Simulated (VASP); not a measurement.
Input of a VASP 6.6.1 run:

Contents of INCAR:

```
ALGO = Normal
EDIFF = 1E-6
ENCUT = 520
GGA = CA
ISIF = 2
ISMEAR = 0
LASPH = T
LCHARG = F
LREAL = F
LWAVE = F
NBANDS = 16
NELM = 100
PREC = Accurate
SIGMA = 0.02
```

File KPOINTS:

```
k-points
0
Gamma
  10 10 10
```

The input POSCAR:

```
InP
1.0
    0.0000000000      2.9135471974      2.9135471974
    2.9135471974      0.0000000000      2.9135471974
    2.9135471974      2.9135471974      0.0000000000
In P
1 1
Direct
    0.0000000000      0.0000000000      0.0000000000
    0.2500000000      0.2500000000      0.2500000000
```

Potentials or basis: VASP PAW LDA potentials, release 64 (In_d, P).

Run with:

```console
$ cat potpaw_LDA.64/In_d/POTCAR potpaw_LDA.64/P/POTCAR > POTCAR
$ mpirun -np 1 vasp_std > vasp.out
```

(1) Estimate the band gap on the k mesh.

(2) Predict the pressure.

Answers

(1) 0.61 eV, direct.

(2) 0.0 GPa.

Caveat: spin-orbit coupling is left out, which moves the levels of the heavy elements.

**Measured values to compare with.**

A printed reference work, data compilation reports, for a bulk crystal of InP at 1.6 K: band gap 1.4236 eV (direct).

Against the measured gap of InP, 1.4236 eV (direct; 1.6 K; a printed reference work, data compilation), the calculated 0.61 eV is off by -0.82 eV. Spin-orbit coupling on In is left out. The value is that of LDA, without temperature or zero-point motion. Semilocal functionals fall short of measured gaps as a rule.
